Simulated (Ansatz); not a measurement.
The system is SrO.

```
Sr O
1.0
     0.00000    2.56630    2.56630
     2.56630    0.00000    2.56630
     2.56630    2.56630    0.00000
Sr O
1 1
Direct
  0.50000 0.50000 0.50000
  0.00000 0.00000 0.00000
```

Program: Ansatz 0.2.0. Alike in all runs: cell as given. Hardware: 1 thread of Intel(R) Xeon(R) 6975P-C (Granite Rapids), on a shared host.

**Question.** Order these runs on this cell by their wall time, lowest first.
A. task single point; level PBE; potentials or basis all-electron LAPW, scalar-relativistic; spin off; k mesh 9 × 9 × 9; cutoff (eV) 217; smearing gaussian 0.02 eV; basis error allowed 0.001 eV/atom; mesh quality not flagged
B. task single point; level PBE; potentials or basis all-electron LAPW, scalar-relativistic; spin off; k mesh 4 × 4 × 4; cutoff (eV) 200; smearing fermi-dirac 0.04 eV; basis error allowed 0.002 eV/atom; mesh quality coarse
C. task band structure; level PBEsol; potentials or basis all-electron LAPW, relativistic spinors; spin SOC, no magnetisation; k mesh 7 × 7 × 7; cutoff (eV) 221; smearing fermi-dirac 0.05 eV; basis error allowed 0.001 eV/atom; mesh quality not flagged

**Answer.** B (1.1 s), A (3.2 s), C (20 s).

Caveats: some runs use coarse meshes.
